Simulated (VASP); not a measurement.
# TePt (P6_3/mmc) in VASP: further runs

Runs on TePt. Level: PBEsol+U. Tasks: single point.

Everything below comes from runs of VASP 6.6.1. Logs are shortened: lines on timing, memory, paths and dates and some standing lists are left out, and cuts for length are marked.

## (1) Starting point

It takes space group P6_3/mmc (No. 194, hexagonal). The conventional cell has a = 4.111 Å, b = 4.111 Å, c = 5.446 Å, α = 90.00°, β = 90.00°, γ = 120.00°. Pt (site symmetry -3m) has 2 Pt at 2.72 Å and 6 Te at 2.74 Å as nearest neighbours. Te (site symmetry -6m2) is surrounded by 6 Pt at 2.74 Å.

Measurements of this composition are mostly on another form, of space group No. 166.

## (2) Single point, PBEsol+U, collinear spin, ferromagnetic start

INCAR

```
SYSTEM = TePt
PREC     = Accurate       ! precision mode
ENCUT    = 520            ! plane-wave cutoff, eV
EDIFF    = 1E-6           ! SCF threshold, eV
ISMEAR   = 0              ! smearing method
SIGMA    = 0.05           ! smearing width, eV
LREAL    = .FALSE.        ! projectors in reciprocal space
LASPH    = .TRUE.         ! aspherical terms in the spheres
NELM     = 80             ! most SCF steps
ALGO     = Normal         ! electronic algorithm
ISIF     = 2              ! what is computed and relaxed
LWAVE    = .FALSE.        ! write WAVECAR
LCHARG   = .FALSE.        ! write CHGCAR
ISPIN    = 2              ! spin polarisation
MAGMOM   = 0.5 0.5 0 0    ! initial moments
LORBIT   = 11             ! projections on sites
LMAXMIX  = 4              ! l up to which the mixer works
LDAU     = .TRUE.         ! DFT+U
LDAUTYPE = 2            
LDAUL    = 2 -1           ! shell
LDAUU    = 2 0            ! U, eV
LDAUJ    = 0 0          
LDAUPRINT= 1            
GGA      = PS             ! functional
```

KPOINTS

```
regular mesh
0
G
  6 6 4
  0 0 0
```

POSCAR

```
TePt
1.0
    4.1109992400      0.0000000000      0.0000000000
   -2.0554996200      3.5602297800      0.0000000000
    0.0000000000      0.0000000000      5.4459992500
Pt Te
2 2
Direct
    0.0000000000      0.0000000000      0.0000000000
    0.0000000000      0.0000000000      0.5000000000
    0.3333333333      0.6666666667      0.2500000000
    0.6666666667      0.3333333333      0.7500000000
```

Potentials or basis: VASP PAW PBE potentials, release 64 (Pt, Te).

Started as:

```sh
cat potpaw_PBE.64/Pt/POTCAR potpaw_PBE.64/Te/POTCAR > POTCAR
mpirun -np 1 vasp_std > vasp.out
```

OUTCAR:

```text
SYSTEM = TePt
   PREC = Accurate
   ENCUT = 520
   EDIFF = 1E-6
   ISMEAR = 0
   LREAL = .FALSE.
   LASPH = .TRUE.
   NELM = 80
   ISIF = 2
   ISPIN = 2
   LORBIT = 11
   GGA = PS

 ion  position               nearest neighbor table
   1  0.000  0.000  0.000-   2 2.72   2 2.72   4 2.74   3 2.74   4 2.74   3 2.74   4 2.74   3 2.74

   2  0.000  0.000  0.500-   1 2.72   1 2.72   4 2.74   3 2.74   4 2.74   3 2.74   4 2.74   3 2.74

   3  0.333  0.667  0.250-   1 2.74   2 2.74   1 2.74   2 2.74   1 2.74   2 2.74   4 3.61   4 3.61
                             4 3.61   4 3.61   4 3.61   4 3.61
   4  0.667  0.333  0.750-   1 2.74   2 2.74   1 2.74   2 2.74   1 2.74   2 2.74   3 3.61   3 3.61
                             3 3.61   3 3.61   3 3.61   3 3.61

  LATTYP: Found a hexagonal cell.
 ALAT       =     4.1109992400
 C/A-ratio  =     1.3247385689

  Lattice vectors:

 A1 = (   4.1109992400,   0.0000000000,   0.0000000000)
 A2 = (  -2.0554996200,   3.5602297800,   0.0000000000)
 A3 = (   0.0000000000,   0.0000000000,   5.4459992500)

Analysis of symmetry for initial positions (statically):
=====================================================================
 Subroutine PRICEL returns:
 Original cell was already a primitive cell.

 Routine SETGRP: Setting up the symmetry group for a
 hexagonal supercell.

 Subroutine GETGRP returns: Found 24 space group operations
 (whereof 12 operations were pure point group operations)
 out of a pool of 24 trial point group operations.

The static configuration has the point symmetry D_3d.
 The point group associated with its full space group is D_6h.

Analysis of symmetry for dynamics (positions and initial velocities):
=====================================================================
 Subroutine PRICEL returns:
 Original cell was already a primitive cell.

 Routine SETGRP: Setting up the symmetry group for a
 hexagonal supercell.

 Subroutine GETGRP returns: Found 24 space group operations
 (whereof 12 operations were pure point group operations)
 out of a pool of 24 trial point group operations.

The dynamic configuration has the point symmetry D_3d.
 The point group associated with its full space group is D_6h.

Analysis of structural, dynamic, and magnetic symmetry:
=====================================================================
 Subroutine PRICEL returns:
 Original cell was already a primitive cell.

 Routine SETGRP: Setting up the symmetry group for a
 hexagonal supercell.

 Subroutine GETGRP returns: Found 24 space group operations
 (whereof 12 operations were pure point group operations)
 out of a pool of 24 trial point group operations.

The overall configuration has the point symmetry D_3d.
 The point group associated with its full space group is D_6h.

 Subroutine INISYM returns: Found 24 space group operations
 (whereof 12 operations are pure point group operations),
 and found     1 'primitive' translations

----------------------------------------------------------------------------------------

                                     Primitive cell

  volume of cell :      79.7082

[... 157 lines left out ...]
  o =  0.8181  v =  0.0000  0.0000  0.0000  0.0000  0.0000 -0.7686  0.0000  0.0000  0.6397 -0.0000      0.0000  0.0000  0.0000  0.0000  0.0000  0.0000  0.0000  0.0000  0.0000  0.0000
  o =  0.8181  v =  0.0000  0.0000  0.0000  0.0000  0.0000  0.0000 -0.6397 -0.0000  0.0000  0.7686      0.0000  0.0000  0.0000  0.0000  0.0000  0.0000  0.0000  0.0000  0.0000  0.0000
  o =  0.8285  v =  0.0000 -0.0000  1.0000 -0.0000  0.0000  0.0000  0.0000  0.0000  0.0000  0.0000      0.0000  0.0000  0.0000  0.0000  0.0000  0.0000  0.0000  0.0000  0.0000  0.0000
  o =  0.8286  v =  0.0000  0.0000  0.0000  0.0000  0.0000  0.0000 -0.0000  1.0000 -0.0000  0.0000      0.0000  0.0000  0.0000  0.0000  0.0000  0.0000  0.0000  0.0000  0.0000  0.0000
  o =  0.8882  v =  0.6396  0.0000  0.0000  0.7687 -0.0000  0.0000  0.0000  0.0000  0.0000  0.0000      0.0000  0.0000  0.0000  0.0000  0.0000  0.0000  0.0000  0.0000  0.0000  0.0000
  o =  0.8882  v =  0.0000  0.7687  0.0000  0.0000  0.6396  0.0000  0.0000  0.0000  0.0000  0.0000      0.0000  0.0000  0.0000  0.0000  0.0000  0.0000  0.0000  0.0000  0.0000  0.0000
  o =  0.8884  v =  0.0000  0.0000  0.0000  0.0000  0.0000  0.6397  0.0000  0.0000  0.7686 -0.0000      0.0000  0.0000  0.0000  0.0000  0.0000  0.0000  0.0000  0.0000  0.0000  0.0000
  o =  0.8884  v =  0.0000  0.0000  0.0000  0.0000  0.0000  0.0000  0.7686  0.0000  0.0000  0.6397      0.0000  0.0000  0.0000  0.0000  0.0000  0.0000  0.0000  0.0000  0.0000  0.0000

atom =   2  type =  1  l = 2

 onsite density matrix

spin component  1

  0.8467  0.0000  0.0000 -0.0345 -0.0000
  0.0000  0.8595 -0.0000 -0.0000 -0.0345
  0.0000 -0.0000  0.8285  0.0000  0.0000
 -0.0345 -0.0000  0.0000  0.8595 -0.0000
 -0.0000 -0.0345  0.0000 -0.0000  0.8467

spin component  2

  0.8468  0.0000  0.0000 -0.0346 -0.0000
  0.0000  0.8596 -0.0000 -0.0000 -0.0346
  0.0000 -0.0000  0.8286  0.0000  0.0000
 -0.0346 -0.0000  0.0000  0.8596 -0.0000
 -0.0000 -0.0346  0.0000 -0.0000  0.8468

 occupancies and eigenvectors

  o =  0.8179  v = -0.7687 -0.0000  0.0000 -0.6396 -0.0000  0.0000  0.0000  0.0000  0.0000  0.0000      0.0000  0.0000  0.0000  0.0000  0.0000  0.0000  0.0000  0.0000  0.0000  0.0000
  o =  0.8179  v = -0.0000  0.6396 -0.0000 -0.0000  0.7687  0.0000  0.0000  0.0000  0.0000  0.0000      0.0000  0.0000  0.0000  0.0000  0.0000  0.0000  0.0000  0.0000  0.0000  0.0000
  o =  0.8181  v =  0.0000  0.0000  0.0000  0.0000  0.0000 -0.7686 -0.0000  0.0000 -0.6397 -0.0000      0.0000  0.0000  0.0000  0.0000  0.0000  0.0000  0.0000  0.0000  0.0000  0.0000
  o =  0.8181  v =  0.0000  0.0000  0.0000  0.0000  0.0000 -0.0000  0.6397 -0.0000 -0.0000  0.7686      0.0000  0.0000  0.0000  0.0000  0.0000  0.0000  0.0000  0.0000  0.0000  0.0000
  o =  0.8285  v =  0.0000  0.0000  1.0000  0.0000  0.0000  0.0000  0.0000  0.0000  0.0000  0.0000      0.0000  0.0000  0.0000  0.0000  0.0000  0.0000  0.0000  0.0000  0.0000  0.0000
  o =  0.8286  v =  0.0000  0.0000  0.0000  0.0000  0.0000  0.0000  0.0000  1.0000  0.0000  0.0000      0.0000  0.0000  0.0000  0.0000  0.0000  0.0000  0.0000  0.0000  0.0000  0.0000
  o =  0.8882  v = -0.6396  0.0000 -0.0000  0.7687 -0.0000  0.0000  0.0000  0.0000  0.0000  0.0000      0.0000  0.0000  0.0000  0.0000  0.0000  0.0000  0.0000  0.0000  0.0000  0.0000
  o =  0.8882  v =  0.0000  0.7687 -0.0000 -0.0000 -0.6396  0.0000  0.0000  0.0000  0.0000  0.0000      0.0000  0.0000  0.0000  0.0000  0.0000  0.0000  0.0000  0.0000  0.0000  0.0000
  o =  0.8884  v =  0.0000  0.0000  0.0000  0.0000  0.0000 -0.6397  0.0000 -0.0000  0.7686 -0.0000      0.0000  0.0000  0.0000  0.0000  0.0000  0.0000  0.0000  0.0000  0.0000  0.0000
  o =  0.8884  v =  0.0000  0.0000  0.0000  0.0000  0.0000  0.0000  0.7686 -0.0000 -0.0000 -0.6397      0.0000  0.0000  0.0000  0.0000  0.0000  0.0000  0.0000  0.0000  0.0000  0.0000

 number of electron      31.9999996 magnetization      -0.0006166

 Free energy of the ion-electron system (eV)
  ---------------------------------------------------
  ext. energy  EPLUGINS =         0.00000000
  ---------------------------------------------------
  free energy    TOTEN  =       -18.99021944 eV

  energy without entropy =      -18.98633609  energy(sigma->0) =      -18.98827776

 E-fermi :  10.4274     XC(G=0): -11.7174

 val. band max:       10.4032878541   @ k =   0.3333  -0.0000   0.5000
 cond. band min:      10.5663031898   @ k =   0.3333   0.1667   0.2500
 fundamental gap:      0.1630153357
 Fermi energy:        10.4274042289

 spin component 1

 k-point     1 :       0.0000    0.0000    0.0000
  band No.  band energies     occupation
      1      -4.0786      1.00000
      2      -0.9490      1.00000
      3       2.6973      1.00000
      4       3.6709      1.00000
      5       3.6709      1.00000
      6       4.2006      1.00000
[... 493 lines left out ...]
     20      15.0688      0.00000
     21      15.8159      0.00000
 Fermi energy:        10.4274042289

 spin component 2

 k-point     1 :       0.0000    0.0000    0.0000
  band No.  band energies     occupation
      1      -4.0788      1.00000
      2      -0.9491      1.00000
      3       2.6971      1.00000
      4       3.6707      1.00000
      5       3.6707      1.00000
      6       4.2004      1.00000
[... 493 lines left out ...]
     20      15.0687      0.00000
     21      15.8158      0.00000

------------------------ aborting loop because EDIFF is reached ----------------------------------------

  FORCE on cell =-STRESS in cart. coord.  units (eV):
  Direction    XX          YY          ZZ          XY          YZ          ZX
  --------------------------------------------------------------------------------------
  -------------------------------------------------------------------------------------
  Total        4.6411202      4.6411202      3.7802861      0.0000000      0.0000000      0.0000000
  in kB       93.2889919     93.2889921     75.9857667      0.0000000      0.0000000      0.0000000
  external PRESSURE =      87.5212503 kB  Pullay stress =       0.0000000 kB

 VOLUME and BASIS-vectors are now :
 -----------------------------------------------------------------------------
  energy-cutoff  :      520.00
  volume of cell :       79.71
      direct lattice vectors                 reciprocal lattice vectors
     4.110999240  0.000000000  0.000000000     0.243249863  0.140440373  0.000000000
    -2.055499620  3.560229780  0.000000000     0.000000000  0.280880747  0.000000000
     0.000000000  0.000000000  5.445999250     0.000000000  0.000000000  0.183621032

 POSITION                                       TOTAL-FORCE (eV/Angst)
 -----------------------------------------------------------------------------------
      0.00000      0.00000      0.00000        -0.000000      0.000000     -0.000000
      0.00000      0.00000      2.72300        -0.000000      0.000000     -0.000000
     -0.00000      2.37349      1.36150         0.000000     -0.000000      0.000000
      2.05550      1.18674      4.08450         0.000000      0.000000      0.000000
 -----------------------------------------------------------------------------------
    total drift:                                0.000000     -0.000000      0.000000

  FREE ENERGIE OF THE ION-ELECTRON SYSTEM (eV)
  ---------------------------------------------------
  free  energy   TOTEN  =       -18.9902194362 eV

  energy  without entropy=      -18.9863360864  energy(sigma->0) =      -18.98827776

 total charge

# of ion       s       p       d       tot
------------------------------------------
    1        0.636   0.571   8.423   9.629
    2        0.636   0.571   8.423   9.629
    3        1.407   1.811   0.115   3.333
    4        1.407   1.811   0.115   3.333
--------------------------------------------------
tot          4.087   4.764  17.075  25.925

 magnetization (x)

# of ion       s       p       d       tot
------------------------------------------
    1        0.000  -0.000  -0.000  -0.000
    2        0.000  -0.000  -0.000  -0.000
    3       -0.000  -0.000  -0.000  -0.000
    4       -0.000  -0.000  -0.000  -0.000
--------------------------------------------------
tot         -0.000  -0.000  -0.000  -0.000
```

Run time: 28 s. Hardware: 1 thread of Intel Xeon 6975P-C (Granite Rapids), shared host; peak memory 0.25 GiB.

What came out:

```yaml
Free_energy: -18.9902 eV
Pressure: 8.8 GPa
Band_gap_on_the_k_mesh: none (metal or under the smearing width)
Net_moment: 0.00 μB per cell
Valence_electrons_inside_the_program's_atomic_spheres: Pt 9.63; Te 3.33
```

Levels at points of the mesh, in eV from the Fermi level:
Spin up:
| k point | band 12 | band 13 | band 14 | band 15 | band 16 | band 17 | band 18 | band 19 | band 20 | band 21 |
| --- | --- | --- | --- | --- | --- | --- | --- | --- | --- | --- |
| (0.00, 0.00, 0.00) | -2.39 | -1.51 | -1.51 | 0.46 | 0.56 | 1.75 | 2.45 | 2.53 | 2.53 | 4.75 |
| (0.50, 0.00, 0.00) | -3.35 | -2.87 | -2.59 | -2.38 | -1.57 | 1.51 | 2.93 | 3.70 | 3.86 | 4.60 |
| (0.00, 0.00, 0.50) | -4.01 | -2.51 | -2.51 | 1.21 | 1.21 | 1.21 | 1.21 | 4.54 | 4.54 | 5.68 |
| (0.50, 0.00, 0.50) | -3.51 | -3.43 | -3.43 | -0.45 | -0.45 | 0.70 | 0.70 | 2.89 | 2.89 | 7.02 |
Spin down:
```
           k point  band 14  band 15  band 16  band 17  band 18  band 19
(0.00, 0.00, 0.00)    -1.51     0.46     0.56     1.75     2.45     2.53
(0.50, 0.00, 0.00)    -2.59    -2.38    -1.57     1.51     2.93     3.70
(0.00, 0.00, 0.50)    -2.51     1.21     1.21     1.21     1.21     4.54
(0.50, 0.00, 0.50)    -3.43    -0.45    -0.45     0.70     0.70     2.89
```

Eigenvalues of the final occupation matrices:
```csv
site,spin,trace,eigenvalues
site 1 d,1,4.24,0.82 0.82 0.83 0.89 0.89
site 1 d,2,4.24,0.82 0.82 0.83 0.89 0.89
site 2 d,1,4.24,0.82 0.82 0.83 0.89 0.89
site 2 d,2,4.24,0.82 0.82 0.83 0.89 0.89
```

Caveat: the PAW data sets were made with another functional, which shifts forces and pressure a little; the U is typed as a test and isn't derived for this compound.

## (3) Single point, PBEsol+U, collinear spin, antiferromagnetic start

Edit INCAR of step 2 so:

```diff
@@ -14,3 +14,3 @@
 ISPIN    = 2              ! spin polarisation
-MAGMOM   = 0.5 0.5 0 0    ! initial moments
+MAGMOM   = 0.5 -0.5 0 0   ! initial moments
 LORBIT   = 11             ! projections on sites
```

KPOINTS is that of step 2.

POSCAR is that of step 2.

Potentials or basis: VASP PAW PBE potentials, release 64 (Pt, Te).

Started as:

```sh
cat potpaw_PBE.64/Pt/POTCAR potpaw_PBE.64/Te/POTCAR > POTCAR
mpirun -np 1 vasp_std > vasp.out
```

It took 27 s on 1 thread of Intel Xeon 6975P-C (Granite Rapids), shared host; peak memory 0.26 GiB.

Results (log left out):

| Quantity | Value |
| --- | --- |
| Free energy | -18.9902 eV |
| Pressure | 8.7 GPa |
| Band gap on the k mesh | none (metal or under the smearing width) |
| Net moment | 0.00 μB per cell |
| Valence electrons inside the program's atomic spheres | Pt 9.63; Te 3.33 |

Stress tensor (GPa, compression positive):
```
9.33 0.00 0.00
0.00 9.33 0.00
0.00 0.00 7.59
```

Levels at points of the mesh, in eV from the Fermi level:
Spin up:
| k point | band 12 | band 13 | band 14 | band 15 | band 16 | band 17 | band 18 | band 19 | band 20 |
| --- | --- | --- | --- | --- | --- | --- | --- | --- | --- |
| (0.00, 0.00, 0.00) | -2.39 | -1.51 | -1.51 | 0.46 | 0.56 | 1.75 | 2.45 | 2.53 | 2.53 |
| (0.50, 0.00, 0.00) | -3.35 | -2.87 | -2.59 | -2.38 | -1.57 | 1.51 | 2.93 | 3.70 | 3.86 |
| (0.00, 0.00, 0.50) | -4.01 | -2.51 | -2.51 | 1.21 | 1.21 | 1.21 | 1.21 | 4.54 | 4.54 |
| (0.50, 0.00, 0.50) | -3.51 | -3.43 | -3.43 | -0.45 | -0.45 | 0.70 | 0.70 | 2.89 | 2.89 |
Spin down:
```tsv
k point	band 13	band 14	band 15	band 16	band 17	band 18	band 19	band 20
(0.00, 0.00, 0.00)	-1.51	-1.51	0.46	0.56	1.75	2.45	2.53	2.53
(0.50, 0.00, 0.00)	-2.87	-2.59	-2.38	-1.57	1.51	2.93	3.70	3.86
(0.00, 0.00, 0.50)	-2.51	-2.51	1.21	1.21	1.21	1.21	4.54	4.54
(0.50, 0.00, 0.50)	-3.43	-3.43	-0.45	-0.45	0.70	0.70	2.89	2.89
```

Eigenvalues of the final occupation matrices:
```tsv
site	spin	trace	eigenvalues
site 1 d	1	4.24	0.82 0.82 0.83 0.89 0.89
site 1 d	2	4.24	0.82 0.82 0.83 0.89 0.89
site 2 d	1	4.24	0.82 0.82 0.83 0.89 0.89
site 2 d	2	4.24	0.82 0.82 0.83 0.89 0.89
```

Caveat: the PAW data sets were made with another functional, which shifts forces and pressure a little; the U is typed as a test and isn't derived for this compound. Spin-orbit coupling is left out, which matters for the levels of Pt, Te.
